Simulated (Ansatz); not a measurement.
# AlRu7: the cost of one run

Program: Ansatz 0.2.0. Level of theory: DFT PBE, scalar-relativistic, plane waves, PAW, unless a step names another level. These are calculated values, not measurements.

## 1. The structure to begin with

It takes space group P-6m2 (No. 187, hexagonal). The conventional cell has a = 2.742 Å, b = 2.742 Å, c = 16.975 Å, α = 90.00°, β = 90.00°, γ = 120.00°. Around Al (site symmetry -6m2) lie 6 Ru at 2.63 Å and 6 Al at 2.74 Å. Ru (site symmetry 3m) is surrounded by 12 Ru at 2.64 to 2.74 Å. Ru (site symmetry -6m2) has 12 Ru at 2.67 to 2.74 Å as nearest neighbours. Around Ru (site symmetry 3m) lie 3 Al at 2.63 Å and 9 Ru at 2.65 to 2.74 Å.

As a file:

```
CELL_PARAMETERS angstrom
2.74201 0.00000 0.00000
-1.37100 2.37465 0.00000
0.00000 0.00000 16.97549
ATOMIC_POSITIONS crystal
Al 0.00000 0.00000 0.00000
Ru 0.33333 0.66667 0.62673
Ru 0.00000 0.00000 0.50000
Ru 0.33333 0.66667 0.37327
Ru 0.33333 0.66667 0.87647
Ru 0.00000 0.00000 0.75150
Ru 0.33333 0.66667 0.12353
Ru 0.00000 0.00000 0.24850
```

It came out lowest among 10 distinct ends of the trial cells. At a tolerance of 0.05 Å it has space group P-6m2 (No. 187).

## 2. A stricter relaxation, on the response runs' mesh and smearing

Input file input.yaml:

```yaml
crystal:
  lattice:
    - [2.7420090201, 0.0, 0.0]
    - [-1.3710045101, 2.3746494688, 0.0]
    - [0.0, 0.0, 16.9754858913]
  atoms:
    - { symbol: Al, position: [0.0, 0.0, 0.0] }
    - { symbol: Ru, position: [0.3333333333, 0.6666666667, 0.6267253651] }
    - { symbol: Ru, position: [0.0, 0.0, 0.5] }
    - { symbol: Ru, position: [0.3333333333, 0.6666666667, 0.3732746349] }
    - { symbol: Ru, position: [0.3333333333, 0.6666666667, 0.8764731498] }
    - { symbol: Ru, position: [0.0, 0.0, 0.7515030047] }
    - { symbol: Ru, position: [0.3333333333, 0.6666666667, 0.1235268502] }
    - { symbol: Ru, position: [0.0, 0.0, 0.2484969953] }
basis:
  ecutwfc: 420
kpoints:
  mp_grid: { grid: [12, 12, 2] }
hamiltonian:
  xc: pbe
scf:
  occupations: { method: gaussian, width: 0.1 }
output:
  forces: true
  stress: true
  eigenvalues: true
relax:
  adjacent_minimum: "off"
  f_tol: 0.001
  max_steps: 60
  cell: { stress_tol: 0.01 }
```

Command:

```bash
> ansatz run input.yaml --threads 3 --pin off --max-ram 7680MiB --backend cpu --events-out ev --progress --plain --runs-dir out
```

What time and memory should one allow on 3 threads of Arm Neoverse V1, shared host?

About 43 s, with a peak of 0.55 GiB.
